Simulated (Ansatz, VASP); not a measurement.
SiO2 in VASP and in Ansatz

```
CELL_PARAMETERS angstrom
4.19399 0.00000 0.00000
0.00000 4.19399 0.00000
0.00000 0.00000 2.67666
ATOMIC_POSITIONS crystal
Si 0.00000 0.00000 0.00000
Si 0.50000 0.50000 0.50000
O 0.30670 0.30670 0.00000
O 0.19330 0.80670 0.50000
O 0.69330 0.69330 0.00000
O 0.80670 0.19330 0.50000
```

Change from the starting cell: volume scaled by 1.01, crystal datasets.

Alike in both runs: task electric field gradients; functional PBEsol; k mesh 6 × 6 × 9; occupations fermi-dirac, width 0.03 eV; no spin polarisation.

```csv
,VASP,Ansatz
version,VASP 6.6.1,Ansatz 0.2.0
potentials or method,"VASP PAW PBE potentials, release 64 (Si, O), cutoff 520 eV","all-electron PAW with datasets made for the crystal, scalar-relativistic"
```

VASP gave:

* gap on the k mesh at the Fermi level (eV): 5.40
* pressure (GPa): 1.4
* largest component of the traceless stress (GPa): 0.53
* rms of the force components (eV/Å): 0.077
* Vzz of the field gradient on the site that differs most (V/Å²): 22.3

Question: What did Ansatz give for the same quantities?

Answer: gap on the k mesh at the Fermi level (eV): 5.41; pressure (GPa): 0.7; largest component of the traceless stress (GPa): 0.11; rms of the force components (eV/Å): 0.057; Vzz of the field gradient on the site that differs most (V/Å²): 19.4.

Atom by atom the forces differ by 0.020 eV/Å (rms over components). Ansatz ran all-electron here, so the differences hold the error of VASP's frozen core and of both bases.

Caveats: the PAW data sets were made with another functional, which shifts forces and pressure a little (VASP); an odd mesh through Γ misses points on the zone boundary, where band edges often lie.
